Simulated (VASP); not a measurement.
# WC (P-6m2) in VASP: single point with PBEsol

Aim: the single point of WC with PBEsol.

All numbers are computed with VASP 6.6.1; they aren't measurements. Logs are shortened: lines on timing, memory, paths and dates and some standing lists are left out, and cuts for length are marked.

## 1. The crystal as given

The structure is hexagonal, space group P-6m2 (No. 187). The conventional cell has a = 2.901 Å, b = 2.901 Å, c = 2.831 Å, α = 90.00°, β = 90.00°, γ = 120.00°. W (site symmetry -6m2) has 6 C at 2.19 Å as nearest neighbours. C (site symmetry -6m2) has 6 W at 2.19 Å as nearest neighbours.

## 2. Single point, PBEsol

The input, INCAR:

```
PREC     = Accurate       # precision mode
ENCUT    = 520            # plane-wave cutoff, eV
EDIFF    = 1E-6           # SCF threshold, eV
ISMEAR   = 1              # smearing method
SIGMA    = 0.1            # smearing width, eV
LREAL    = F              # projectors in reciprocal space
LASPH    = T              # aspherical terms in the spheres
NELM     = 80             # most SCF steps
ALGO     = Normal         # electronic algorithm
ISIF     = 2              # what is computed and relaxed
LWAVE    = F              # write WAVECAR
LCHARG   = F              # write CHGCAR
GGA      = PS             # functional
ICORELEVEL= 1
```

The input, KPOINTS:

```
Automatic mesh
0
Gamma
  14 13 21
```

The input, POSCAR:

```
WC
1.0
    2.8306120000      0.0000000000      0.0000000000
    0.0000000000      2.9010186200      0.0000000000
    0.0000000000     -1.4505091900      2.5123563300
W C
1 1
Direct
    0.0000000000      0.0000000000      0.0000000000
    0.5000000000      0.3333330000      0.6666670000
```

Potentials or basis: VASP PAW PBE potentials, release 64 (W_sv, C).

On the command line:

```sh
$ cat potpaw_PBE.64/W_sv/POTCAR potpaw_PBE.64/C/POTCAR > POTCAR
$ mpirun -np 1 vasp_std > vasp.out
```

OUTCAR:

```text
PREC = Accurate
   ENCUT = 520
   EDIFF = 1E-6
   ISMEAR = 1
   LREAL = F
   LASPH = T
   NELM = 80
   ISIF = 2
   GGA = PS

 ion  position               nearest neighbor table
   1  0.000  0.000  0.000-   2 2.19   2 2.19   2 2.19   2 2.19   2 2.19   2 2.19
   2  0.500  0.333  0.667-   1 2.19   1 2.19   1 2.19   1 2.19   1 2.19   1 2.19

  LATTYP: Found a hexagonal cell.
 ALAT       =     2.9010186200
 C/A-ratio  =     0.9757303798

  Lattice vectors:

 A1 = (   0.0000000000,   2.9010186200,   0.0000000000)
 A2 = (   0.0000000000,  -1.4505091900,   2.5123563300)
 A3 = (   2.8306120000,   0.0000000000,   0.0000000000)

Analysis of symmetry for initial positions (statically):
=====================================================================
 Subroutine PRICEL returns:
 Original cell was already a primitive cell.

 Routine SETGRP: Setting up the symmetry group for a
 hexagonal supercell.

 Subroutine GETGRP returns: Found 12 space group operations
 (whereof 12 operations were pure point group operations)
 out of a pool of 24 trial point group operations.

The static configuration has the point symmetry D_3h.

Analysis of symmetry for dynamics (positions and initial velocities):
=====================================================================
 Subroutine PRICEL returns:
 Original cell was already a primitive cell.

 Routine SETGRP: Setting up the symmetry group for a
 hexagonal supercell.

 Subroutine GETGRP returns: Found 12 space group operations
 (whereof 12 operations were pure point group operations)
 out of a pool of 24 trial point group operations.

The dynamic configuration has the point symmetry D_3h.

 Subroutine INISYM returns: Found 12 space group operations
 (whereof 12 operations are pure point group operations),
 and found     1 'primitive' translations

----------------------------------------------------------------------------------------

                                     Primitive cell

  volume of cell :      20.6306

  direct lattice vectors                    reciprocal lattice vectors
     2.830612000  0.000000000  0.000000000     0.353280492  0.000000000  0.000000000
     0.000000000  2.901018620  0.000000000     0.000000000  0.344706509  0.199016339
     0.000000000 -1.450509190  2.512356330     0.000000000  0.000000000  0.398032711

  length of vectors
     2.830612000  2.901018620  2.901019000     0.353280492  0.398032763  0.398032711

  position of ions in fractional coordinates (direct lattice)
     0.000000000  0.000000000  0.000000000
     0.500000000  0.333333000  0.666667000

  ion indices of the primitive-cell ions
   primitive index   ion index
                 1           1
                 2           2

----------------------------------------------------------------------------------------

 KPOINTS: Automatic mesh

Automatic generation of k-mesh.
 Grid dimensions read from file:
 generate k-points for:   14   13   21

 Generating k-lattice:

  Cartesian coordinates                     Fractional coordinates (reciprocal lattice)
     0.025234321  0.000000000  0.000000000     0.071428571  0.000000000  0.000000000
     0.000000000  0.026515885  0.015308949     0.000000000  0.076923077 -0.000000000
     0.000000000  0.000000000  0.018953939     0.000000000  0.000000000  0.047619048

  Length of vectors
     0.025234321  0.030617905  0.018953939

  Shift w.r.t. Gamma in fractional coordinates (k-lattice)
     0.000000000  0.000000000  0.000000000

 -----------------------------------------------------------------------------
|                                                                             |
|           W    W    AA    RRRRR   N    N  II  N    N   GGGG   !!!           |
|           W    W   A  A   R    R  NN   N  II  NN   N  G    G  !!!           |
|           W    W  A    A  R    R  N N  N  II  N N  N  G       !!!           |
|           W WW W  AAAAAA  RRRRR   N  N N  II  N  N N  G  GGG   !            |
|           WW  WW  A    A  R   R   N   NN  II  N   NN  G    G                |
|           W    W  A    A  R    R  N    N  II  N    N   GGGG   !!!           |
|                                                                             |
|     Your reciprocal lattice and k-lattice belong to different lattice       |
|     classes:                                                                |
|                                                                             |
|        The reciprocal lattice is hexagonal,                                 |
|        whereas your k-lattice is simple monoclinic.                         |
|                                                                             |
|     Results are often still useful ...                                      |
|                                                                             |
 -----------------------------------------------------------------------------

 WARNING: IBZKPT: internal override: KBLOWUP is changed to .FALSE.
      ... skipping the blow-up phase ...

 Subroutine IBZKPT returns following result:
 ===========================================

 Found   1096 irreducible k-points:

 Following reciprocal coordinates:
            Coordinates               Weight
  0.000000  0.000000  0.000000      1.000000
  0.071429  0.000000  0.000000      2.000000
  0.142857  0.000000  0.000000      2.000000
  0.214286  0.000000  0.000000      2.000000
  0.285714  0.000000  0.000000      2.000000
  0.357143  0.000000  0.000000      2.000000
[... 16 lines left out ...]
  0.428571  0.153846  0.000000      4.000000
  0.500000  0.153846  0.000000      2.000000
 [... further k-points ...]
   k-points           NKPTS =   1096   k-points in BZ     NKDIM =   1096   number of bands    NBANDS=     13
   number of dos      NEDOS =    301   number of ions     NIONS =      2
   total plane-waves  NPLWV =  13824
   dimension x,y,z NGX =    24 NGY =   24 NGZ =   24
   dimension x,y,z NGXF=    48 NGYF=   48 NGZF=   48
   ions per type =               1   1
   NGX,Y,Z   is equivalent  to a cutoff of  14.10, 13.75, 13.75 a.u.
   NGXF,Y,Z  is equivalent  to a cutoff of  28.19, 27.51, 27.51 a.u.
 SYSTEM =  unknown system
   PREC   = accura    normal or accurate (medium, high low for compatibility)
   ISTART =      0    job   : 0-new  1-cont  2-samecut
   ICHARG =      2    charge: 1-file 2-atom 10-const
   ISPIN  =      1    spin polarized calculation?
   LNONCOLLINEAR =      F non collinear calculations
   LSORBIT =      F    spin-orbit coupling
   LASPH  =      T    aspherical Exc in radial PAW
   ENCUT  =  520.0 eV  38.22 Ry    6.18 a.u.   5.26  5.39  5.39*2*pi/ulx,y,z
   NELM   =     80;   NELMIN=  2; NELMDL= -5     # of ELM steps
   EDIFF  = 0.1E-05   stopping-criterion for ELM
   LREAL  =      F    real-space projection
   EDIFFG = 0.1E-04   stopping-criterion for IOM
   NSW    =      0    number of steps for IOM
   IBRION =     -1    ionic relax: 0-MD 1-quasi-New 2-CG
   NFREE  =      0    steps in history (QN), initial steepest desc. (CG)
   ISIF   =      2    stress and relaxation
   ISYM   =      2    0-nonsym 1-usesym 2-fastsym
   POTIM  = 0.5000    time-step for ionic-motion
   TEBEG  =    0.0;   TEEND  =   0.0 temperature during run
   PSTRESS=    0.0 pullay stress
   NELECT =      18.0000    total number of electrons
   NUPDOWN=      -1.0000    fix difference up-down
   EMIN   =  10.00;   EMAX   =-10.00  energy-range for DOS
   EFERMI =   0.00;   METHOD = LEGACY
   ISMEAR =     1;   SIGMA  =   0.10  broadening in eV -4-tet -1-fermi 0-gaus
   EFERMI_NEDOS =   21; number of points for ismear=-14 and -15
   IALGO  =     38    algorithm
   IMIX   =      4    mixing-type and parameters
     AMIX     =   0.40;   BMIX     =  1.00
     AMIX_MAG =   1.60;   BMIX_MAG =  1.00
  volume/ion in A,a.u.               =      10.32        69.61
  Fermi-wavevector in a.u.,A,eV,Ry     =   1.564330  2.956155 33.295191  2.447128
  Thomas-Fermi vector in A             =   2.666969
   LORBIT       =      0    0 simple, 1 ext, 2 COOP (PROOUT), +10 PAW based schemes
   GGA     = PS    functional components
   LHFCALC =     F    Hartree Fock is set to
   AEXX    =    0.0000 exact exchange contribution
   IVDW    =     0    specifies the selected vdW correction
   LEPSILON=     F    determine dielectric tensor
   LRPA    =     F    only Hartree local field effects (RPA)
 non-spin polarized calculation
 Methfessel and Paxton  Order N= 1 SIGMA  =   0.10
  energy-cutoff  :      520.00
  volume of cell :       20.63
 maximum number of plane-waves:       580
 NGX is ok and might be reduce to    24
   NGX = 11   NGY = 11   NGZ = 11

 number of electron      18.0000001 magnetization

 Free energy of the ion-electron system (eV)
  ---------------------------------------------------
  ext. energy  EPLUGINS =         0.00000000
  ---------------------------------------------------
  free energy    TOTEN  =       -23.90051477 eV

  energy without entropy =      -23.90067605  energy(sigma->0) =      -23.90056853

 the core state eigenenergies are
   1-  1s -69451.6973  2s -11972.2883  2p -10465.8907  3s  -2744.9038  3p  -2299.0168
       3d  -1786.9780  4s   -553.3810  4p   -407.1704  4d   -222.0551  4f    -16.9675

   2-  1s   -254.4178

 E-fermi :  11.0050     XC(G=0): -13.9605

 val. band max:       10.9952369759   @ k =   0.0000   0.4615   0.2857
 cond. band min:      11.0060798279   @ k =   0.2857   0.0000   0.0476
 fundamental gap:      0.0108428521
 Fermi energy:        11.0049985463

 k-point     1 :       0.0000    0.0000    0.0000
  band No.  band energies     occupation
      1     -62.9075      2.00000
      2     -26.8929      2.00000
      3     -26.7893      2.00000
      4     -26.7893      2.00000
      5      -3.4567      2.00000
      6       6.6520      2.00000
      7       7.6600      2.00000
      8       7.6600      2.00000
      9      11.1369     -0.06849
     10      14.2695      0.00000
     11      14.2695      0.00000
     12      16.7051      0.00000
     13      16.7052      0.00000
[... 257 lines left out ...]
 k-point    18 :       0.0714    0.1538    0.0000
  band No.  band energies     occupation
      1     -62.8925      2.00000
      2     -26.9751      2.00000
      3     -26.9069      2.00000
      4     -26.8288      2.00000
      5      -2.7332      2.00000
      6       6.4561      2.00000
      7       7.3101      2.00000
      8       8.2590      2.00000
      9       9.6740      2.00000
     10      13.5882      0.00000
     11      15.0981      0.00000
     12      16.3120      0.00000
     13      16.7130      0.00000

------------------------ aborting loop because EDIFF is reached ----------------------------------------

  FORCE on cell =-STRESS in cart. coord.  units (eV):
  Direction    XX          YY          ZZ          XY          YZ          ZX
  --------------------------------------------------------------------------------------
  -------------------------------------------------------------------------------------
  Total        0.0128714      0.0142922      0.0142922      0.0000000      0.0000000     -0.0000000
  in kB        0.9995976      1.1099354      1.1099359      0.0000000      0.0000001     -0.0000000
  external PRESSURE =       1.0731563 kB  Pullay stress =       0.0000000 kB

 VOLUME and BASIS-vectors are now :
 -----------------------------------------------------------------------------
  energy-cutoff  :      520.00
  volume of cell :       20.63
      direct lattice vectors                 reciprocal lattice vectors
     2.830612000  0.000000000  0.000000000     0.353280492  0.000000000  0.000000000
     0.000000000  2.901018620  0.000000000     0.000000000  0.344706509  0.199016339
     0.000000000 -1.450509190  2.512356330     0.000000000  0.000000000  0.398032711

 POSITION                                       TOTAL-FORCE (eV/Angst)
 -----------------------------------------------------------------------------------
      0.00000      0.00000      0.00000         0.000000     -0.000000      0.000000
      1.41531     -0.00000      1.67491         0.000000      0.000000      0.000000
 -----------------------------------------------------------------------------------
    total drift:                                0.000000      0.000328     -0.000191

  FREE ENERGIE OF THE ION-ELECTRON SYSTEM (eV)
  ---------------------------------------------------
  free  energy   TOTEN  =       -23.9005147727 eV

  energy  without entropy=      -23.9006760522  energy(sigma->0) =      -23.90056853
```

Run time: 99 s. Hardware: 1 thread of Intel Xeon Platinum 8488C (Sapphire Rapids), shared host; peak memory 0.42 GiB.

Results:

```
Free energy            : -23.9005 eV
Pressure               : 0.1 GPa
Band gap on the k mesh : none (metal or under the smearing width)
```

Core levels (eV, on the scale of the bands):
```csv
atom,levels
1 W,"1s -69451.7, 2s -11972.3, 2p -10465.9, 3s -2744.9, 3p -2299.0, 3d -1787.0, 4s -553.4, 4p -407.2, 4d -222.1, 4f -17.0"
2 C,1s -254.4
```

Caveat: the PAW data sets were made with another functional, which shifts forces and pressure a little.
